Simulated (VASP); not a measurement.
# TaN (F-43m) in VASP: a series of runs, part 2 of 2

VASP 6.6.1. Earlier steps stand in the parts before.

## Step 3: Single point, PBEsol

INCAR

```
SYSTEM = TaN
PREC = Accurate ; ENCUT = 520
EDIFF = 1E-7 ; ISMEAR = 0
SIGMA = 0.05 ; LREAL = .False.
LASPH = .True. ; NELM = 100
ALGO = Normal ; ISIF = 2
LWAVE = .False. ; LCHARG = .False.
GGA = PS
```

KPOINTS

```
Automatic mesh
0
Gamma
  7 7 7
  0 0 0
```

POSCAR

```
TaN
1.0
    0.0000000000      2.4911437700      2.4911437700
    2.4911437700      0.0000000000      2.4911437700
    2.4911437700      2.4911437700      0.0000000000
Ta N
1 1
Direct
    0.0000000000      0.0000000000      0.0000000000
    0.2500000000      0.2500000000      0.2500000000
```

Potentials or basis: VASP PAW PBE potentials, release 64 (Ta_pv, N).

Launch:

```bash
$ cat potpaw_PBE.64/Ta_pv/POTCAR potpaw_PBE.64/N/POTCAR > POTCAR
$ mpirun -np 1 vasp_std > vasp.out
```

OUTCAR:

```text
SYSTEM = TaN
   PREC = Accurate
   ENCUT = 520
   EDIFF = 1E-7
   ISMEAR = 0
   LREAL = .False.
   LASPH = .True.
   NELM = 100
   ISIF = 2
   GGA = PS

 ion  position               nearest neighbor table
   1  0.000  0.000  0.000-   2 2.16   2 2.16   2 2.16   2 2.16
   2  0.250  0.250  0.250-   1 2.16   1 2.16   1 2.16   1 2.16

  LATTYP: Found a face centered cubic cell.
 ALAT       =     4.9822875400

  Lattice vectors:

 A1 = (   0.0000000000,   2.4911437700,   2.4911437700)
 A2 = (   2.4911437700,   0.0000000000,   2.4911437700)
 A3 = (   2.4911437700,   2.4911437700,   0.0000000000)

Analysis of symmetry for initial positions (statically):
=====================================================================
 Subroutine PRICEL returns:
 Original cell was already a primitive cell.

 Routine SETGRP: Setting up the symmetry group for a
 face centered cubic supercell.

 Subroutine GETGRP returns: Found 24 space group operations
 (whereof 24 operations were pure point group operations)
 out of a pool of 48 trial point group operations.

The static configuration has the point symmetry T_d .

[... 169 lines left out ...]
      4     -11.1488      2.00000
      5      -0.7018      2.00000
      6      -0.7018      2.00000
      7      -0.7018      2.00000
      8       4.0684      2.00000
      9       5.7190      0.00000
     10       5.7190      0.00000
     11      10.2696      0.00000
     12      10.2696      0.00000
[... 271 lines left out ...]
 k-point    20 :      -0.2857    0.4286    0.1429
  band No.  band energies     occupation
      1     -30.6851      2.00000
      2     -30.6317      2.00000
      3     -30.5716      2.00000
      4      -9.9378      2.00000
      5      -0.9813      2.00000
      6      -0.2625      2.00000
      7       0.8856      2.00000
      8       3.2852      2.00000
      9       5.4190      0.21723
     10       6.6992      0.00000
     11       8.4414      0.00000
     12       9.3800      0.00000

------------------------ aborting loop because EDIFF is reached ----------------------------------------

  FORCE on cell =-STRESS in cart. coord.  units (eV):
  Direction    XX          YY          ZZ          XY          YZ          ZX
  --------------------------------------------------------------------------------------
  -------------------------------------------------------------------------------------
  Total       -5.8939264     -5.8939264     -5.8939264      0.0000000      0.0000000      0.0000000
  in kB     -305.4139820   -305.4139820   -305.4139820      0.0000000      0.0000000      0.0000000
  external PRESSURE =    -305.4139820 kB  Pullay stress =       0.0000000 kB

 VOLUME and BASIS-vectors are now :
 -----------------------------------------------------------------------------
  energy-cutoff  :      520.00
  volume of cell :       30.92
      direct lattice vectors                 reciprocal lattice vectors
     0.000000000  2.491143770  2.491143770    -0.200711017  0.200711017  0.200711017
     2.491143770  0.000000000  2.491143770     0.200711017 -0.200711017  0.200711017
     2.491143770  2.491143770  0.000000000     0.200711017  0.200711017 -0.200711017

 POSITION                                       TOTAL-FORCE (eV/Angst)
 -----------------------------------------------------------------------------------
      0.00000      0.00000      0.00000        -0.000000      0.000000      0.000000
      1.24557      1.24557      1.24557         0.000000     -0.000000     -0.000000
 -----------------------------------------------------------------------------------
    total drift:                               -0.000000     -0.000000     -0.000000

  FREE ENERGIE OF THE ION-ELECTRON SYSTEM (eV)
  ---------------------------------------------------
  free  energy   TOTEN  =       -22.2154346924 eV

  energy  without entropy=      -22.2136593143  energy(sigma->0) =      -22.21454700
```

OSZICAR:

```text
N       E                     dE             d eps       ncg     rms          rms(c)
DAV:   1     0.966406492533E+02    0.96641E+02   -0.88178E+03   480   0.129E+03
DAV:   2    -0.205560130030E+02   -0.11720E+03   -0.11246E+03   572   0.326E+02
DAV:   3    -0.255460806116E+02   -0.49901E+01   -0.48715E+01   608   0.634E+01
DAV:   4    -0.256153115956E+02   -0.69231E-01   -0.69107E-01   560   0.761E+00
DAV:   5    -0.256164749064E+02   -0.11633E-02   -0.11629E-02   644   0.816E-01    0.184E+01
DAV:   6    -0.225904313623E+02    0.30260E+01   -0.18887E+01   552   0.354E+01    0.733E+00
DAV:   7    -0.222548608566E+02    0.33557E+00   -0.13259E+00   544   0.912E+00    0.507E+00
DAV:   8    -0.222216069776E+02    0.33254E-01   -0.21518E-01   536   0.433E+00    0.773E-01
DAV:   9    -0.222156483481E+02    0.59586E-02   -0.30899E-02   552   0.136E+00    0.376E-01
DAV:  10    -0.222154543961E+02    0.19395E-03   -0.16528E-03   588   0.392E-01    0.931E-02
DAV:  11    -0.222154387151E+02    0.15681E-04   -0.52317E-05   560   0.699E-02    0.332E-02
DAV:  12    -0.222154354737E+02    0.32414E-05   -0.34474E-05   588   0.434E-02    0.844E-03
DAV:  13    -0.222154347578E+02    0.71583E-06   -0.24084E-06   580   0.132E-02    0.312E-03
DAV:  14    -0.222154346924E+02    0.65454E-07   -0.13099E-07   428   0.324E-03
   1 F= -.22215435E+02 E0= -.22214547E+02  d E =-.177538E-02
```

stdout:

```text
POSCAR found type information on POSCAR TaN
 POSCAR found :  2 types and       2 ions
 scaLAPACK will be used
 -----------------------------------------------------------------------------
|                                                                             |
|                                                                             |
|     You enforced a specific xc type in the INCAR file but a different       |
|     I HOPE YOU KNOW WHAT YOU ARE DOING!                                     |
|                                                                             |
 -----------------------------------------------------------------------------

 LDA part: xc-table for (Slater+PW92), standard interpolation
 POSCAR, INCAR and KPOINTS ok, starting setup
 FFT: planning ... GRIDC
 FFT: planning ... GRID_SOFT
 FFT: planning ... GRID
 WAVECAR not read
 entering main loop
```

Wall time 5.4 s (1 thread of Intel Xeon 6975P-C (Granite Rapids), shared host); peak memory 0.15 GiB.

Results:

```
Free energy            : -22.2154 eV
Pressure               : -30.5 GPa
Band gap on the k mesh : none (metal or under the smearing width)
```

Caveat: a pressure of tens of GPa on the cell as given is suspect, and the run, the potentials or the cell itself is likely at fault; the PAW data sets were made with another functional, which shifts forces and pressure a little. Spin-orbit coupling is left out, which matters for the levels of Ta.

## Step 4: Single point, PBEsol+U

INCAR

```
PREC = Accurate
ENCUT = 520
EDIFF = 1E-7
ISMEAR = 0
SIGMA = 0.05
LREAL = False
LASPH = True
NELM = 100
ALGO = Fast
ISIF = 2
LWAVE = False
LCHARG = False
LMAXMIX = 4
LDAU = True
LDAUTYPE = 2
LDAUL = 2 -1
LDAUU = 4 0
LDAUJ = 0 0
LDAUPRINT = 1
GGA = PS
NBANDS = 15
```

KPOINTS

```
Automatic mesh
0
Gamma
  7 7 7
```

POSCAR is that of step 3.

Launch:

```bash
$ cat potpaw_PBE.64/Ta_pv/POTCAR potpaw_PBE.64/N/POTCAR > POTCAR
$ mpirun -np 1 vasp_std > vasp.out
```

Run time: 14 s. Hardware: 1 thread of Intel Xeon Platinum 8259CL at 2.50GHz (Skylake/Cascade Lake), shared host; peak memory 0.15 GiB.

It converged, with:

| Property | Result |
| --- | --- |
| Free energy | -18.8592 eV |
| Pressure | -24.5 GPa |
| Band gap on the k mesh | none (metal or under the smearing width) |

Levels at points of the mesh, in eV from the Fermi level:
```tsv
k point	band 4	band 5	band 6	band 7	band 8	band 9	band 10	band 11	band 12	band 13
(0.00, 0.00, 0.00)	-16.93	-6.29	-6.29	-6.29	-1.83	0.57	0.57	4.69	4.69	4.69
```

Eigenvalues of the final occupation matrices:
```csv
site,spin,trace,eigenvalues
site 1 d,1,1.04,0.15 0.15 0.25 0.25 0.25
site 1 d,2,1.04,0.15 0.15 0.25 0.25 0.25
```

Caveat: the PAW data sets were made with another functional, which shifts forces and pressure a little; U without spin polarisation on a metal has little footing. The run has no spin-orbit coupling, so splittings on Ta are missing.

## Step 5: Summary

```csv
level,spin,U,fixed moment (μB),further INCAR settings,gap on the mesh (eV),pressure (GPa)
PBEsol,"collinear, ferromagnetic start",-,1,ALGO = Fast; EDIFF = 1e-06,-,-27.4
PBEsol,off,-,-,ALGO = Normal; EDIFF = 1e-07,none,-30.5
PBEsol+U,off,Ta d U = 4 eV,-,ALGO = Fast; EDIFF = 1e-07; NBANDS = 15,none,-24.5
```

Alike in all rows: task single point; potentials or basis VASP PAW PBE potentials, release 64 (Ta_pv, N); cell as given; k mesh 7 × 7 × 7; cutoff (eV) 520; smearing gaussian 0.05 eV.

The pressure there spans -30.5 GPa (PBEsol) to -24.5 GPa (PBEsol+U); a positive pressure means that this level wants a larger cell, a negative one a smaller.

Caveats: the PAW data sets were made with another functional, which shifts forces and pressure a little; the total moment is fixed, so each spin has its own Fermi level (some runs); a pressure of tens of GPa on the cell as given is suspect, and the run, the potentials or the cell itself is likely at fault (some runs); U without spin polarisation on a metal has little footing (some runs).

Absolute energies hang on the potentials; compare differences alone.
